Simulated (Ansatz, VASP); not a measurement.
One calculation of Sn, two programs

```
CELL_PARAMETERS angstrom
1.74210 1.00580 7.58285
-1.74210 1.00580 7.58285
0.00000 -2.01161 7.58285
ATOMIC_POSITIONS crystal
Sn 0.00000 0.00000 0.00000
Sn 0.22399 0.22399 0.22399
Sn 0.77601 0.77601 0.77601
```

Alike in both runs: functional PBEsol; k mesh 6 × 6 × 6; occupations gaussian, width 0.1 eV; no spin polarisation.

Ansatz relaxed the structure, and its values are those at the end. VASP's run is a single point on that final structure, the one shown.

|  | VASP | Ansatz |
| --- | --- | --- |
| version | VASP 6.6.1 | Ansatz 0.2.0 |
| potentials or method | VASP PAW PBE potentials, release 64 (Sn_d) | scalar-relativistic, plane waves, PAW |
| plane-wave cutoff (eV) | 520 | 420 |
| valence electrons in the cell | 42 | 42 |

```csv
,VASP,Ansatz,Ansatz less VASP
gap on the k mesh at the Fermi level (eV),none,none,-
pressure (GPa),-0.1,0.0,+0.08
rms of the force components (eV/Å),0.003,0.003,-0.0004
```

A gap of «none» marks a metal or a gap that the smearing closes. With one functional, cell and mesh, what is left measures potentials, basis and numerics.

Caveats: the PAW data sets were made with another functional, which shifts forces and pressure a little (VASP).
